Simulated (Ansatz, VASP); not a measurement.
**InP: VASP beside Ansatz**

```
In P
1.0
     0.00000    2.93050    2.93050
     2.93050    0.00000    2.93050
     2.93050    2.93050    0.00000
In P
1 1
Direct
  0.00000 0.00000 0.00000
  0.75000 0.75000 0.75000
```

Alike in both runs: functional PBEsol; k mesh 6 × 6 × 6; occupations fermi-dirac, width 0.05 eV; no spin polarisation.

|  | VASP | Ansatz |
| --- | --- | --- |
| version | VASP 6.6.1 | Ansatz 0.2.0 |
| potentials or method | VASP PAW PBE potentials, release 64 (In_d, P), cutoff 520 eV | all-electron LAPW, scalar-relativistic |
| task | single point | band structure |

|  | VASP | Ansatz | Ansatz less VASP |
| --- | --- | --- | --- |
| gap on the k mesh at the Fermi level (eV) | 0.61 | 0.61 | 0.000 |
| least direct gap on the mesh (eV) | 0.61 | 0.61 | 0.000 |
| pressure (GPa) | 0.6 | 0.6 | +0.02 |

Ansatz ran all-electron here, so the differences hold the error of VASP's frozen core and of both bases.

Caveats: spin-orbit coupling is left out, which moves the levels of the heavy elements; the PAW data sets were made with another functional, which shifts forces and pressure a little (VASP). Expect the measured gap to be larger: semilocal functionals such as PBEsol lack the derivative discontinuity.
